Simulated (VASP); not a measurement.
Input of a VASP 6.6.1 run:

Contents of POSCAR:

```
Ge
1.0
    1.3971490000     -2.6005160000      0.0000000000
    1.3971490000      2.6005160000      0.0000000000
    0.0000000000      0.0000000000      2.6982310000
Ge
1
Cartesian
    1.3971490000      0.0000000000      0.0000000000
```

File INCAR.step1:

```
SYSTEM = Ge
ALGO = Normal
EDIFF = 1E-8
EDIFFG = -0.002
ENCUT = 600
GGA = CA
IBRION = 2
ISIF = 3
ISMEAR = -1
LASPH = .TRUE.
LCHARG = .FALSE.
LREAL = .FALSE.
LWAVE = .FALSE.
NELM = 80
NSW = 40
PREC = Accurate
SIGMA = 0.05
```

INCAR.step2

```
SYSTEM = Ge
ALGO = Normal
EDIFF = 1E-8
ENCUT = 600
GGA = CA
IBRION = 6
ISIF = 2
ISMEAR = -1
LASPH = .TRUE.
LCHARG = .FALSE.
LREAL = .FALSE.
LWAVE = .FALSE.
NELM = 80
NFREE = 2
NSW = 1
POTIM = 0.015
PREC = Accurate
SIGMA = 0.05
```

KPOINTS

```
k-points
0
G
  8 8 7
  0 0 0
```

Potentials or basis: VASP PAW LDA potentials, release 64 (Ge_d).

Command:

```console
$ cat potpaw_LDA.64/Ge_d/POTCAR > POTCAR
$ cp INCAR.step1 INCAR
$ mpirun -np 1 vasp_std > vasp.out
$ cp CONTCAR POSCAR
$ cp INCAR.step2 INCAR
$ mpirun -np 1 vasp_std > vasp.out
```

Task: Estimate the relaxed cell.

Result: a = 2.804 Å, b = 2.804 Å, c = 2.629 Å, α = 90.00°, β = 90.00°, γ = 120.00°.

Task: Predict the relaxed volume.

Result: 17.91 Å³/atom.

Task: What does it give for the space group after relaxing (to 0.05 Å)?

Result: P6/mmm (No. 191).

Final structure:
```
Ge
1.0
     1.40220   -2.42854    0.00000
     1.40220    2.42854    0.00000
     0.00000    0.00000    2.62933
Ge
1
Cartesian
  1.4022 0.0000 0.0000
```
